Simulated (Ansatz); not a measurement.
## LiF (Griceite) in Ansatz: the effect of functional

LiF (Griceite):

```
CELL_PARAMETERS angstrom
0.00000 2.05350 2.05350
2.05350 0.00000 2.05350
2.05350 2.05350 0.00000
ATOMIC_POSITIONS crystal
F 0.50000 0.50000 0.50000
Li 0.00000 0.00000 0.00000
```

The cell isn't the ideal one: volume scaled by 1.06.

Alike in all runs:

```yaml
Program: Ansatz 0.2.0
Task: single point
Potentials_or_basis: Ansatz PAW
k_mesh: 11 × 11 × 11
Occupations: fermi-dirac, width 0.05 eV
Spin: no spin polarisation
```

```tsv
functional	cutoff	gap on the mesh (eV)	pressure (GPa)
LDA	420 eV (not typed: the program's choice for these potentials)	8.34	-9.4
PBEsol	420 eV (not typed: the program's choice for these potentials)	8.42	-4.5
r2SCAN	500 eV (not typed: the program's choice for these potentials)	?	?
```

Task: What does the run with functional r2SCAN give?

Result: gap on the mesh 9.54 eV; pressure -5.6 GPa.

Caveats: odd divisions of the mesh miss points on the zone boundary, where band edges often lie, so the gap on the mesh can be too wide; the PAW data sets come from PBE, with cores solved anew for the run's functional, which leaves a small shift of forces and pressure.

A k mesh can miss the band edges.
